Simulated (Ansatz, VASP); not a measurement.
# CoSi: VASP beside Ansatz

```
Co Si
1.0
     2.73604    0.00000    0.00000
    -1.36802    2.36948    0.00000
     0.00000    0.00000    3.48903
Co Si
1 1
Direct
  0.00000 0.00000 0.00000
  0.33333 0.66667 0.50000
```

Alike in both runs: functional PBE; k mesh 15 × 15 × 13; occupations fermi-dirac, width 0.05 eV; no spin polarisation.

Ansatz relaxed the structure, and its values are those at the end. VASP's run is a single point on that final structure, the one shown.

```csv
,VASP,Ansatz
version,VASP 6.6.1,Ansatz 0.2.0
potentials or method,"VASP PAW PBE potentials, release 64 (Co, Si)","PAW with Ansatz's default frozen-core files, scalar-relativistic"
plane-wave cutoff (eV),520,420
valence electrons in the cell,13,21
```

```csv
,VASP,Ansatz,Ansatz less VASP
pressure (GPa),-0.1,0.0,+0.06
```

With one functional, cell and mesh, what is left measures potentials, basis and numerics. The two sets of potentials don't hold the same shells in valence.

Spin polarisation is off, so any magnetic state and its effect on volume and gap are missing.
